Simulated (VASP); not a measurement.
# Al2O3 (P-6m2) in VASP: settings compared

One crystal, Al2O3, is run at these levels: PBE, HSE06; tasks: dielectric tensor, band structure.

Program: VASP 6.6.1. These are calculated values, not measurements. Logs are shortened: lines on timing, memory, paths and dates and some standing lists are left out, and cuts for length are marked.

## 1. The crystal as given

Symmetry: P-6m2, No. 187, hexagonal system. The conventional cell has a = 2.884 Å, b = 2.884 Å, c = 9.337 Å, α = 90.00°, β = 90.00°, γ = 120.00°. Al (site symmetry 3m) has 3 O at 1.80 Å as nearest neighbours. O (site symmetry 3m) is surrounded by 3 Al at 1.80 Å. O (site symmetry -6m2) is surrounded by 6 Al at 2.18 Å.

Measurements of this composition are mostly on another form, of space group No. 167.

## 2. Dielectric tensor, PBE

File INCAR:

```
ALGO = Normal
EDIFF = 1E-7
ENCUT = 400
GGA = PE
ISIF = 2
ISMEAR = 0
LASPH = True
LCHARG = False
LEPSILON = True
LREAL = False
LWAVE = False
NELM = 100
PREC = Accurate
SIGMA = 0.01
```

File KPOINTS:

```
k-points
0
Gamma
  10 10 3
```

File POSCAR:

```
Al2O3
1.0
    2.8843249483      0.0000000000      0.0000000000
   -1.4421624742      2.4978986780      0.0000000000
    0.0000000000      0.0000000000      9.3367544600
Al O
2 3
Direct
    0.0000000000      0.0000000000      0.8500076700
    0.0000000000      0.0000000000      0.1499923300
    0.3333333333      0.6666666667      0.7776830800
    0.6666666667      0.3333333333      0.0000000000
    0.3333333333      0.6666666667      0.2223169200
```

Potentials or basis: VASP PAW PBE potentials, release 64 (Al, O).

Launch:

```console
cat potpaw_PBE.64/Al/POTCAR potpaw_PBE.64/O/POTCAR > POTCAR
mpirun -np 1 vasp_std > vasp.out
```

OUTCAR:

```text
EDIFF = 1E-7
   ENCUT = 400
   GGA = PE
   ISIF = 2
   ISMEAR = 0
   LASPH = True
   LEPSILON = True
   LREAL = False
   NELM = 100
   PREC = Accurate

 Found     28 irreducible k-points:

 Following reciprocal coordinates:
            Coordinates               Weight
  0.000000  0.000000  0.000000      1.000000
  0.100000  0.000000  0.000000      6.000000
  0.200000  0.000000  0.000000      6.000000
  0.300000 -0.000000  0.000000      6.000000
  0.400000 -0.000000  0.000000      6.000000
  0.500000  0.000000  0.000000      3.000000
   k-points           NKPTS =     28   k-points in BZ     NKDIM =     28   number of bands    NBANDS=     16
   number of dos      NEDOS =    301   number of ions     NIONS =      5
   total plane-waves  NPLWV =  25600
   dimension x,y,z NGX =    20 NGY =   20 NGZ =   64
   dimension x,y,z NGXF=    40 NGYF=   40 NGZF=  128
   ions per type =               2   3
   NGX,Y,Z   is equivalent  to a cutoff of  11.53, 11.53, 11.40 a.u.
   NGXF,Y,Z  is equivalent  to a cutoff of  23.06, 23.06, 22.79 a.u.
 SYSTEM =  unknown system
   PREC   = accura    normal or accurate (medium, high low for compatibility)
   ISTART =      0    job   : 0-new  1-cont  2-samecut
   ICHARG =      2    charge: 1-file 2-atom 10-const
   ISPIN  =      1    spin polarized calculation?
   LNONCOLLINEAR =      F non collinear calculations
   LSORBIT =      F    spin-orbit coupling
   LASPH  =      T    aspherical Exc in radial PAW
   ENCUT  =  400.0 eV  29.40 Ry    5.42 a.u.   4.70  4.70 15.23*2*pi/ulx,y,z
   NELM   =    100;   NELMIN=  2; NELMDL= -5     # of ELM steps
   EDIFF  = 0.1E-06   stopping-criterion for ELM
   LREAL  =      F    real-space projection
   EDIFFG = 0.1E-05   stopping-criterion for IOM
   NSW    =      0    number of steps for IOM
   IBRION =     -1    ionic relax: 0-MD 1-quasi-New 2-CG
   NFREE  =      0    steps in history (QN), initial steepest desc. (CG)
   ISIF   =      2    stress and relaxation
   ISYM   =      2    0-nonsym 1-usesym 2-fastsym
   POTIM  = 0.5000    time-step for ionic-motion
   TEBEG  =    0.0;   TEEND  =   0.0 temperature during run
   PSTRESS=    0.0 pullay stress
   NELECT =      24.0000    total number of electrons
   NUPDOWN=      -1.0000    fix difference up-down
   EMIN   =  10.00;   EMAX   =-10.00  energy-range for DOS
   EFERMI =   0.00;   METHOD = LEGACY
   ISMEAR =     0;   SIGMA  =   0.01  broadening in eV -4-tet -1-fermi 0-gaus
   EFERMI_NEDOS =   21; number of points for ismear=-14 and -15
   IALGO  =     38    algorithm
   IMIX   =      4    mixing-type and parameters
     AMIX     =   0.40;   BMIX     =  1.00
     AMIX_MAG =   1.60;   BMIX_MAG =  1.00
  volume/ion in A,a.u.               =      13.45        90.79
  Fermi-wavevector in a.u.,A,eV,Ry     =   1.161111  2.194181 18.343074  1.348178
  Thomas-Fermi vector in A             =   2.297686
   LORBIT       =      0    0 simple, 1 ext, 2 COOP (PROOUT), +10 PAW based schemes
   GGA     = PE    functional components
   LHFCALC =     F    Hartree Fock is set to
   AEXX    =    0.0000 exact exchange contribution
   IVDW    =     0    specifies the selected vdW correction
   LEPSILON=     T    determine dielectric tensor
   LRPA    =     F    only Hartree local field effects (RPA)
 non-spin polarized calculation
 Gauss-broadening in eV      SIGMA  =   0.01
  energy-cutoff  :      400.00
  volume of cell :       67.27
 maximum number of plane-waves:      1243
 NGX is ok and might be reduce to    20
   NGX =  9   NGY =  9   NGZ = 31

--------------------------------------- Ionic step        1  -------------------------------------------

 number of electron      24.0000009 magnetization

 E-fermi :   0.9852     XC(G=0):  -8.5311

 val. band max:        0.8769028628   @ k =   0.1000   0.1000   0.0000
 cond. band min:       5.6453550497   @ k =   0.0000   0.0000   0.0000
 fundamental gap:      4.7684521870
 Fermi energy:         0.9851547541

 k-point     1 :       0.0000    0.0000    0.0000
  band No.  band energies     occupation
      1     -17.8260      2.00000
      2     -16.8100      2.00000
      3     -15.6312      2.00000
      4      -4.0892      2.00000
      5      -1.2435      2.00000
      6      -0.6119      2.00000
      7      -0.6119      2.00000
      8      -0.3851      2.00000
      9      -0.3851      2.00000
     10       0.3370      2.00000
     11       0.3370      2.00000
     12       0.6332      2.00000
     13       5.6454      0.00000
     14       8.2819      0.00000
     15       8.6842      0.00000
     16      10.0140      0.00000

 k-point     2 :       0.1000    0.0000    0.0000
  band No.  band energies     occupation
      1     -17.7036      2.00000
      2     -16.7191      2.00000
      3     -15.5866      2.00000
      4      -4.0198      2.00000
      5      -1.5480      2.00000
      6      -0.8850      2.00000
      7      -0.8840      2.00000
      8      -0.7326      2.00000
      9      -0.4602      2.00000
     10       0.0157      2.00000
     11       0.3060      2.00000
     12       0.7985      2.00000
     13       6.2216      0.00000
     14       8.5622      0.00000
     15       9.0323      0.00000
     16      10.3522      0.00000

 k-point     3 :       0.2000    0.0000    0.0000
  band No.  band energies     occupation
      1     -17.3604      2.00000
      2     -16.4713      2.00000
      3     -15.4788      2.00000
      4      -3.9260      2.00000
      5      -2.5485      2.00000
      6      -1.6854      2.00000
      7      -1.6776      2.00000
      8      -1.0207      2.00000
      9      -0.6455      2.00000
     10      -0.1263      2.00000
     11       0.2019      2.00000
     12       0.8597      2.00000
     13       7.3753      0.00000
     14       9.1555      0.00000
     15       9.7716      0.00000
     16      11.1024      0.00000

 k-point     4 :       0.3000   -0.0000    0.0000
  band No.  band energies     occupation
      1     -16.8612      2.00000
      2     -16.1410      2.00000
      3     -15.3796      2.00000
      4      -4.1746      2.00000
      5      -3.7765      2.00000
      6      -2.5938      2.00000
      7      -1.9486      2.00000
      8      -1.3333      2.00000
      9      -0.8670      2.00000
     10       0.0396      2.00000
     11       0.0504      2.00000
     12       0.6732      2.00000
     13       8.3042      0.00000
     14       9.8294      0.00000
     15      10.1336      0.00000
     16      11.2917      0.00000

 k-point     5 :       0.4000   -0.0000    0.0000
  band No.  band energies     occupation
      1     -16.3349      2.00000
      2     -15.8496      2.00000
      3     -15.3846      2.00000
      4      -4.7128      2.00000
      5      -4.6798      2.00000
      6      -3.2589      2.00000
      7      -1.6188      2.00000
      8      -1.5637      2.00000
      9      -1.0364      2.00000
     10      -0.0777      2.00000
     11       0.2239      2.00000
     12       0.3081      2.00000
     13       8.6172      0.00000
     14       9.8933      0.00000
     15      10.0677      0.00000
     16      11.8155      0.00000

 k-point     6 :       0.5000    0.0000    0.0000
  band No.  band energies     occupation
      1     -16.0492      2.00000
      2     -15.7311      2.00000
      3     -15.4600      2.00000
      4      -5.0599      2.00000
      5      -4.9100      2.00000
      6      -3.5001      2.00000
      7      -1.6469      2.00000
      8      -1.3436      2.00000
      9      -1.0986      2.00000
     10      -0.1294      2.00000
     11       0.0612      2.00000
     12       0.3008      2.00000
     13       8.6624      0.00000
     14       9.7353      0.00000
     15       9.9300      0.00000
     16      11.8970      0.00000

 [... further k-points ...]

  FORCE on cell =-STRESS in cart. coord.  units (eV):
  Direction    XX          YY          ZZ          XY          YZ          ZX
  --------------------------------------------------------------------------------------
  -------------------------------------------------------------------------------------
  Total       -1.6838009     -1.6838009     -1.8898959      0.0000000      0.0000000      0.0000000
  in kB      -40.1038793    -40.1038793    -45.0125401      0.0000000      0.0000000      0.0000000
  external PRESSURE =     -41.7400996 kB  Pullay stress =       0.0000000 kB

 VOLUME and BASIS-vectors are now :
 -----------------------------------------------------------------------------
  energy-cutoff  :      400.00
  volume of cell :       67.27
      direct lattice vectors                 reciprocal lattice vectors
     2.884324948  0.000000000  0.000000000     0.346701574  0.200168247  0.000000000
    -1.442162474  2.497898678  0.000000000     0.000000000  0.400336494  0.000000000
     0.000000000  0.000000000  9.336754460     0.000000000  0.000000000  0.107103598

 POSITION                                       TOTAL-FORCE (eV/Angst)
 -----------------------------------------------------------------------------------
      0.00000      0.00000      7.93631         0.000000     -0.000000      0.008988
      0.00000      0.00000      1.40044         0.000000     -0.000000     -0.008988
     -0.00000      1.66527      7.26104        -0.000000      0.000000     -0.026017
      1.44216      0.83263      0.00000         0.000000      0.000000      0.000000
     -0.00000      1.66527      2.07572        -0.000000      0.000000      0.026017
 -----------------------------------------------------------------------------------
    total drift:                                0.000000     -0.000000     -0.000000

  FREE ENERGIE OF THE ION-ELECTRON SYSTEM (eV)
  ---------------------------------------------------
  free  energy   TOTEN  =       -36.4511954892 eV

  energy  without entropy=      -36.4511954892  energy(sigma->0) =      -36.45119549

 HEAD OF MICROSCOPIC STATIC DIELECTRIC TENSOR (INDEPENDENT PARTICLE, excluding Hartree and local field effects)
 ------------------------------------------------------
           2.747580    -0.000000     0.000000
          -0.000000     2.747580     0.000000
          -0.000000    -0.000000     2.582474
 ------------------------------------------------------

 Free energy of the ion-electron system (eV)
  ---------------------------------------------------
  ---------------------------------------------------
  free energy    TOTEN  =        -0.34357514 eV

  energy without entropy =       -0.34357514

------------------------ aborting loop because EDIFF is reached ----------------------------------------

--------------------------------------- Ionic step        2  -------------------------------------------

------------------------ aborting loop because EDIFF is reached ----------------------------------------

--------------------------------------- Ionic step        3  -------------------------------------------

 Free energy of the ion-electron system (eV)
  ---------------------------------------------------
  ---------------------------------------------------
  free energy    TOTEN  =        -0.18958329 eV

  energy without entropy =       -0.18958329

------------------------ aborting loop because EDIFF is reached ----------------------------------------

 PIEZOELECTRIC TENSOR FIELD DIRECTION 3  (e Angst)
 -----------------------------------------------------------------------------
    -0.00013 -0.00000 -0.00000           ( -0.00000  0.00000  0.00000)
     0.00000 -0.00013  0.00000           (  0.00000 -0.00000  0.00000)
     0.00000  0.00000  0.00034           (  0.00000  0.00000 -0.00000)

 PIEZOELECTRIC TENSOR FIELD DIRECTION 3  (C/m^2)
 -----------------------------------------------------------------------------
    -0.00003 -0.00000 -0.00000
     0.00000 -0.00003  0.00000
     0.00000  0.00000  0.00008

 MACROSCOPIC STATIC DIELECTRIC TENSOR (including local field effects in DFT)
 ------------------------------------------------------
           2.685836    -0.000000     0.000000
          -0.000000     2.685836     0.000000
           0.000000     0.000000     1.940098
 ------------------------------------------------------

 PIEZOELECTRIC TENSOR (including local field effects)  for field in x, y, z        (e  Angst)
          XX          YY          ZZ          XY          YZ          ZX
  --------------------------------------------------------------------------------
  x     0.00000    -0.00000     0.00000    -0.07380     0.00000     0.00000
  y    -0.07380     0.07380    -0.00000    -0.00000     0.00000     0.00000
  z     0.00000     0.00000     0.00000    -0.00000     0.00000    -0.00000

 PIEZOELECTRIC TENSOR (including local field effects)  for field in x, y, z        (C/m^2)
          XX          YY          ZZ          XY          YZ          ZX
  --------------------------------------------------------------------------------
  x     0.00000    -0.00000     0.00000    -0.01758     0.00000     0.00000
  y    -0.01758     0.01758    -0.00000    -0.00000     0.00000     0.00000
  z     0.00000     0.00000     0.00000    -0.00000     0.00000    -0.00000

 BORN EFFECTIVE CHARGES (including local field effects) (in |e|, cummulative output)
 ---------------------------------------------------------------------------------
 ion    1
    1     3.02264    -0.00000     0.00000
    2    -0.00000     3.02264     0.00000
    3    -0.00000     0.00000     1.52035
 ion    2
    1     3.02264    -0.00000    -0.00000
    2    -0.00000     3.02264     0.00000
    3     0.00000    -0.00000     1.52035
 ion    3
    1    -1.90257     0.00000    -0.00000
    2     0.00000    -1.90257    -0.00000
    3     0.00000     0.00000    -0.91682
 ion    4
    1    -2.24015     0.00000     0.00000
    2     0.00000    -2.24015    -0.00000
    3    -0.00000     0.00000    -1.20706
 ion    5
    1    -1.90257     0.00000     0.00000
    2     0.00000    -1.90257     0.00000
    3    -0.00000    -0.00000    -0.91682
```

Wall time 3.7 min (1 thread of AMD EPYC 7R13 (Zen 3), shared host); peak memory 0.26 GiB.

The run converged, but some of its settings lie outside the range that counts as converged, so its numbers aren't taken as properties of the crystal.

Results:

```
Band gap on the k mesh                  : 4.77 eV, indirect (least direct gap 5.01 eV)
Electronic dielectric tensor (diagonal) : 2.69, 2.69, 1.94
Born charges (mean of the diagonal)     : Al +2.52; O -1.57, -1.90 e
```

Caveat: the cutoff is under 1.25 times the usual one of these potentials, so pressure, stress and relaxed cells hold a basis-set (Pulay) error; an odd mesh through Γ misses points on the zone boundary, where band edges often lie.

## 3. Dielectric tensor, PBE

Edit INCAR of step 2 so:

```diff
@@ -1,4 +1,4 @@
 ALGO = Normal
-EDIFF = 1E-7
-ENCUT = 400
+EDIFF = 1E-8
+ENCUT = 280
 GGA = PE
```

File KPOINTS:

```
k-points
0
Gamma
  12 12 4
```

POSCAR is that of step 2.

Potentials or basis: VASP PAW PBE potentials, release 64 (Al, O).

Launch:

```console
cat potpaw_PBE.64/Al/POTCAR potpaw_PBE.64/O/POTCAR > POTCAR
mpirun -np 1 vasp_std > vasp.out
```

OUTCAR:

```text
EDIFF = 1E-8
   ENCUT = 280
   GGA = PE
   ISIF = 2
   ISMEAR = 0
   LASPH = True
   LEPSILON = True
   LREAL = False
   NELM = 100
   PREC = Accurate

 Found     57 irreducible k-points:

 Following reciprocal coordinates:
            Coordinates               Weight
  0.000000  0.000000  0.000000      1.000000
  0.083333  0.000000  0.000000      6.000000
  0.166667  0.000000  0.000000      6.000000
  0.250000  0.000000  0.000000      6.000000
  0.333333 -0.000000  0.000000      6.000000
  0.416667  0.000000  0.000000      6.000000
   k-points           NKPTS =     57   k-points in BZ     NKDIM =     57   number of bands    NBANDS=     16
   number of dos      NEDOS =    301   number of ions     NIONS =      5
   total plane-waves  NPLWV =  13824
   dimension x,y,z NGX =    16 NGY =   16 NGZ =   54
   dimension x,y,z NGXF=    32 NGYF=   32 NGZF=  108
   ions per type =               2   3
   NGX,Y,Z   is equivalent  to a cutoff of   9.22,  9.22,  9.61 a.u.
   NGXF,Y,Z  is equivalent  to a cutoff of  18.44, 18.44, 19.23 a.u.
 SYSTEM =  unknown system
   PREC   = accura    normal or accurate (medium, high low for compatibility)
   ISTART =      0    job   : 0-new  1-cont  2-samecut
   ICHARG =      2    charge: 1-file 2-atom 10-const
[... 237 lines left out ...]

 PIEZOELECTRIC TENSOR FIELD DIRECTION 3  (e Angst)
 -----------------------------------------------------------------------------
    -0.00047  0.00000  0.00000           (  0.00000 -0.00000  0.00000)
     0.00000 -0.00047  0.00000           ( -0.00000  0.00000  0.00000)
     0.00000  0.00000  0.00073           (  0.00000  0.00000 -0.00000)

 PIEZOELECTRIC TENSOR FIELD DIRECTION 3  (C/m^2)
 -----------------------------------------------------------------------------
    -0.00011  0.00000  0.00000
     0.00000 -0.00011  0.00000
     0.00000  0.00000  0.00017

 MACROSCOPIC STATIC DIELECTRIC TENSOR (including local field effects in DFT)
 ------------------------------------------------------
           2.675694    -0.000000     0.000000
          -0.000000     2.675694    -0.000000
           0.000000    -0.000000     1.928177
 ------------------------------------------------------

 PIEZOELECTRIC TENSOR (including local field effects)  for field in x, y, z        (e  Angst)
          XX          YY          ZZ          XY          YZ          ZX
  --------------------------------------------------------------------------------
  x     0.00000    -0.00000     0.00000    -0.04410     0.00000     0.00000
  y    -0.04410     0.04410    -0.00000    -0.00000     0.00000     0.00000
  z     0.00000     0.00000     0.00000     0.00000     0.00000     0.00000

 PIEZOELECTRIC TENSOR (including local field effects)  for field in x, y, z        (C/m^2)
          XX          YY          ZZ          XY          YZ          ZX
  --------------------------------------------------------------------------------
  x     0.00000    -0.00000     0.00000    -0.01050     0.00000     0.00000
  y    -0.01050     0.01050    -0.00000    -0.00000     0.00000     0.00000
  z     0.00000     0.00000     0.00000     0.00000     0.00000     0.00000

 BORN EFFECTIVE CHARGES (including local field effects) (in |e|, cummulative output)
 ---------------------------------------------------------------------------------
 ion    1
    1     2.97878    -0.00000     0.00000
    2    -0.00000     2.97878     0.00000
    3    -0.00000     0.00000     1.48426
 ion    2
    1     2.97878    -0.00000    -0.00000
    2    -0.00000     2.97878    -0.00000
    3     0.00000     0.00000     1.48426
 ion    3
    1    -1.87476     0.00000    -0.00000
    2     0.00000    -1.87476    -0.00000
    3     0.00000     0.00000    -0.89198
 ion    4
    1    -2.20804     0.00000     0.00000
    2     0.00000    -2.20804     0.00000
    3     0.00000    -0.00000    -1.18457
 ion    5
    1    -1.87476     0.00000     0.00000
    2     0.00000    -1.87476     0.00000
    3     0.00000     0.00000    -0.89198
```

OSZICAR:

```text
N       E                     dE             d eps       ncg     rms          rms(c)
DAV:   1     0.902434069482E+02    0.90243E+02   -0.93368E+03  1912   0.821E+02
[... 13 lines left out ...]
RMM:   8    -0.186961044776E+00    0.33685E-03   -0.80386E-04  3934   0.261E-02    0.584E-03
RMM:   9    -0.187006310719E+00   -0.45266E-04   -0.75158E-05  3901   0.113E-02    0.129E-03
RMM:  10    -0.187005079926E+00    0.12308E-05   -0.67617E-06  3977   0.297E-03    0.322E-04
RMM:  11    -0.187013578357E+00   -0.84984E-05    0.16256E-05  3788   0.109E-03    0.163E-04
RMM:  12    -0.187017607994E+00   -0.40296E-05    0.21015E-05  3640   0.355E-04    0.431E-05
RMM:  13    -0.187019405223E+00   -0.17972E-05    0.17275E-06  3056   0.170E-04    0.128E-05
RMM:  14    -0.187019329910E+00    0.75313E-07    0.34009E-06  1658   0.806E-05    0.670E-06
```

Wall time 4 min (1 thread of AMD EPYC 7R13 (Zen 3), shared host); peak memory 0.27 GiB.

The run converged, but a check on its numbers failed (symmetry, net force, bounds or a known fault of this set-up), so they aren't taken as properties of the crystal.

Caveat: the cutoff lies under the usual one of these potentials, so the numbers hold a large basis-set error.

(Part 1 of 2 ends here.)
